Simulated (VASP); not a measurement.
# W (Im-3m) in VASP: density of states with LDA

Aim: the density of states of W with LDA.

All numbers are computed with VASP 6.6.1; they aren't measurements. Logs are shortened: lines on timing, memory, paths and dates and some standing lists are left out, and cuts for length are marked.

## (1) The crystal as given

Symmetry: Im-3m, No. 229, cubic system. Conventional cell: a = 3.142 Å, b = 3.142 Å, c = 3.142 Å, α = 90.00°, β = 90.00°, γ = 90.00°. W (site symmetry m-3m) has 8 W at 2.72 Å as nearest neighbours.

## (2) Density of states, LDA

Input file POSCAR:

```
W                                       
1.0
   -1.5709604538      1.5709604538      1.5709604538
    1.5709604538     -1.5709604538      1.5709604538
    1.5709604538      1.5709604538     -1.5709604538
  W             
     1
Direct
     0.0000000000000000    0.0000000000000000    0.0000000000000000
```

Input file INCAR.step1:

```
SYSTEM = W
PREC = Accurate
ENCUT = 520
EDIFF = 1E-7
ISMEAR = 0
SIGMA = 0.1
LREAL = .False.
LASPH = .True.
NELM = 80
ALGO = Normal
ISIF = 2
LWAVE = .False.
LCHARG = .True.
LMAXMIX = 4
NBANDS = 13
```

Input file KPOINTS.step1:

```
regular mesh
0
Gamma
  18 18 18
  0 0 0
```

Input file INCAR.step2:

```
SYSTEM = W
PREC = Accurate
ENCUT = 520
EDIFF = 1E-7
ISMEAR = -5
SIGMA = 0.1
LREAL = .False.
LASPH = .True.
NELM = 80
ALGO = Normal
ISIF = 2
LWAVE = .False.
LCHARG = .False.
LMAXMIX = 4
LORBIT = 11
NBANDS = 13
NEDOS = 2001
ICHARG = 11
```

Input file KPOINTS.step2:

```
regular mesh
0
Gamma
  27 27 27
  0 0 0
```

Potentials or basis: VASP PAW LDA potentials, release 64 (W_sv).

Started as:

```console
> cat potpaw_LDA.64/W_sv/POTCAR > POTCAR
> cp INCAR.step1 INCAR
> cp KPOINTS.step1 KPOINTS
> mpirun -np 1 vasp_std > vasp.out
> cp INCAR.step2 INCAR
> cp KPOINTS.step2 KPOINTS
> mpirun -np 1 vasp_std > vasp.out
```

OUTCAR:

```text
SYSTEM = W
   PREC = Accurate
   ENCUT = 520
   EDIFF = 1E-7
   ISMEAR = -5
   LREAL = .False.
   LASPH = .True.
   NELM = 80
   ISIF = 2
   LORBIT = 11
   ICHARG = 11

 ion  position               nearest neighbor table
   1  0.000  0.000  0.000-

  LATTYP: Found a body centered cubic cell.
 ALAT       =     3.1419209076

  Lattice vectors:

 A1 = (  -1.5709604538,   1.5709604538,   1.5709604538)
 A2 = (   1.5709604538,  -1.5709604538,   1.5709604538)
 A3 = (   1.5709604538,   1.5709604538,  -1.5709604538)

Analysis of symmetry for initial positions (statically):
=====================================================================
 Subroutine PRICEL returns:
 Original cell was already a primitive cell.

 Routine SETGRP: Setting up the symmetry group for a
 body centered cubic supercell.

 Subroutine GETGRP returns: Found 48 space group operations
 (whereof 48 operations were pure point group operations)
 out of a pool of 48 trial point group operations.

The static configuration has the point symmetry O_h .

Analysis of symmetry for dynamics (positions and initial velocities):
=====================================================================
 Subroutine PRICEL returns:
 Original cell was already a primitive cell.

 Routine SETGRP: Setting up the symmetry group for a
 body centered cubic supercell.

 Subroutine GETGRP returns: Found 48 space group operations
 (whereof 48 operations were pure point group operations)
 out of a pool of 48 trial point group operations.

The dynamic configuration has the point symmetry O_h .

 Subroutine INISYM returns: Found 48 space group operations
 (whereof 48 operations are pure point group operations),
 and found     1 'primitive' translations

----------------------------------------------------------------------------------------

                                     Primitive cell

  volume of cell :      15.5080

  direct lattice vectors                    reciprocal lattice vectors
    -1.570960454  1.570960454  1.570960454     0.000000000  0.318276631  0.318276631
     1.570960454 -1.570960454  1.570960454     0.318276631  0.000000000  0.318276631
     1.570960454  1.570960454 -1.570960454     0.318276631  0.318276631  0.000000000

  length of vectors
     2.720983323  2.720983323  2.720983323     0.450111128  0.450111128  0.450111128

  position of ions in fractional coordinates (direct lattice)
     0.000000000  0.000000000  0.000000000
[... 83 lines left out ...]
   NFREE  =      0    steps in history (QN), initial steepest desc. (CG)
   ISIF   =      2    stress and relaxation
   ISYM   =      2    0-nonsym 1-usesym 2-fastsym
   POTIM  = 0.5000    time-step for ionic-motion
   TEBEG  =    0.0;   TEEND  =   0.0 temperature during run
   PSTRESS=    0.0 pullay stress
   NELECT =      14.0000    total number of electrons
   NUPDOWN=      -1.0000    fix difference up-down
   EMIN   =  10.00;   EMAX   =-10.00  energy-range for DOS
   EFERMI =   0.00;   METHOD = LEGACY
   ISMEAR =    -5;   SIGMA  =   0.10  broadening in eV -4-tet -1-fermi 0-gaus
   EFERMI_NEDOS =   21; number of points for ismear=-14 and -15
   IALGO  =     38    algorithm
   IMIX   =      4    mixing-type and parameters
     AMIX     =   0.40;   BMIX     =  1.00
     AMIX_MAG =   1.60;   BMIX_MAG =  1.00
  volume/ion in A,a.u.               =      15.51       104.65
  Fermi-wavevector in a.u.,A,eV,Ry     =   1.582215  2.989953 34.060898  2.503405
  Thomas-Fermi vector in A             =   2.682172
   LORBIT       =     11    0 simple, 1 ext, 2 COOP (PROOUT), +10 PAW based schemes
   GGA     = CA    functional components
   LHFCALC =     F    Hartree Fock is set to
   AEXX    =    0.0000 exact exchange contribution
   IVDW    =     0    specifies the selected vdW correction
   LEPSILON=     F    determine dielectric tensor
   LRPA    =     F    only Hartree local field effects (RPA)
 non-spin polarized calculation
 Fermi weights with tetrahedron method with Bloechl corrections
  energy-cutoff  :      520.00
  volume of cell :       15.51
 maximum number of plane-waves:       430

 number of electron      14.0000005 magnetization

 Free energy of the ion-electron system (eV)
  ---------------------------------------------------
  ext. energy  EPLUGINS =         0.00000000
  ---------------------------------------------------
  free energy    TOTEN  =       -14.10516756 eV

  energy without entropy =      -14.10516756  energy(sigma->0) =      -14.10516756

 E-fermi :  11.6860     XC(G=0): -13.9533

 val. band max:       11.6588615477   @ k =   0.1111   0.0370   0.0370
 cond. band min:      11.5789870613   @ k =  -0.1481   0.1852   0.1111
 fundamental gap:     -0.0798744864
 Fermi energy:        11.6860261191

 k-point     1 :       0.0000    0.0000    0.0000
  band No.  band energies     occupation
      1     -62.0820      2.00000
      2     -25.8550      2.00000
      3     -25.8550      2.00000
      4     -25.8550      2.00000
      5       1.9767      2.00000
      6      10.3411      2.00000
      7      10.3411      2.00000
      8      10.3411      2.00000
      9      13.8788      0.00000
     10      13.8788      0.00000
     11      26.2651      0.00000
     12      26.2651      0.00000
     13      26.2651      0.00000
[... 354 lines left out ...]
  band No.  band energies     occupation
      1     -61.9466      2.00000
      2     -27.1061      2.00000
      3     -26.2642      2.00000
      4     -25.8712      2.00000
      5       5.3390      2.00000
      6       8.1849      2.00000
      7      11.0012      2.01267
      8      13.8225      0.00000
      9      14.5972      0.00000
     10      16.5361      0.00000
     11      24.1582      0.00000
     12      24.7110      0.00000
     13      30.8839      0.00000

 [... further k-points ...]
[... 5 lines left out ...]
  --------------------------------------------------------------------------------------
  -------------------------------------------------------------------------------------
  Total       -0.0252320     -0.0252320     -0.0252320      0.0000000     -0.0000000     -0.0000000
  in kB       -2.6067953     -2.6067953     -2.6067953      0.0000000     -0.0000000     -0.0000000
  external PRESSURE =      -2.6067953 kB  Pullay stress =       0.0000000 kB

 VOLUME and BASIS-vectors are now :
 -----------------------------------------------------------------------------
  energy-cutoff  :      520.00
  volume of cell :       15.51
      direct lattice vectors                 reciprocal lattice vectors
    -1.570960454  1.570960454  1.570960454     0.000000000  0.318276631  0.318276631
     1.570960454 -1.570960454  1.570960454     0.318276631  0.000000000  0.318276631
     1.570960454  1.570960454 -1.570960454     0.318276631  0.318276631  0.000000000

 POSITION                                       TOTAL-FORCE (eV/Angst)
 -----------------------------------------------------------------------------------
      0.00000      0.00000      0.00000        -0.000000      0.000000     -0.000000
 -----------------------------------------------------------------------------------
    total drift:                                0.000000      0.000000     -0.000000

  FREE ENERGIE OF THE ION-ELECTRON SYSTEM (eV)
  ---------------------------------------------------
  free  energy   TOTEN  =       -14.1051675648 eV

  energy  without entropy=      -14.1051675648  energy(sigma->0) =      -14.10516756

 total charge

# of ion       s       p       d       tot
------------------------------------------
    1        2.411   6.348   3.419  12.178
```

OUTCAR.step1:

```text
SYSTEM = W
   PREC = Accurate
   ENCUT = 520
   EDIFF = 1E-7
   ISMEAR = 0
[... 601 lines left out ...]

 POSITION                                       TOTAL-FORCE (eV/Angst)
 -----------------------------------------------------------------------------------
      0.00000      0.00000      0.00000        -0.000000     -0.000000     -0.000000
 -----------------------------------------------------------------------------------
    total drift:                                0.000000     -0.000000      0.000000

  FREE ENERGIE OF THE ION-ELECTRON SYSTEM (eV)
  ---------------------------------------------------
  free  energy   TOTEN  =       -14.1012962324 eV

  energy  without entropy=      -14.0975938841  energy(sigma->0) =      -14.09944506
```

Run time: 57 s. Hardware: 1 thread of Intel Xeon Platinum 8488C (Sapphire Rapids), shared host; peak memory 0.26 GiB.

Results:

| Property | Result |
| --- | --- |
| Valence electrons inside the program's atomic spheres | W 12.18 |

States per cell in windows of 1 eV (zero at the Fermi level; states under -8 eV left out):
```csv
from (eV),total,W1_d,W1_p,W1_s
-8.0,0.12,0.01,0.01,0.05
-7.0,0.38,0.11,0.02,0.10
-6.0,0.83,0.38,0.04,0.12
-5.0,0.77,0.43,0.04,0.06
-4.0,1.27,0.89,0.07,0.01
-3.0,1.23,0.80,0.10,0.02
-2.0,0.94,0.58,0.10,0.02
-1.0,0.38,0.23,0.05,0.01
0.0,0.67,0.49,0.04,0.01
1.0,1.02,0.82,0.03,0.01
2.0,1.21,1.05,0.02,0.01
3.0,1.36,1.14,0.05,0.04
4.0,0.48,0.36,0.04,0.02
5.0,0.33,0.25,0.03,0.01
6.0,0.30,0.21,0.04,0.01
7.0,0.30,0.15,0.05,0.04
```

Caveat: tetrahedron occupations give inexact forces and stress in metals. The run has no spin-orbit coupling, so splittings on W are missing.
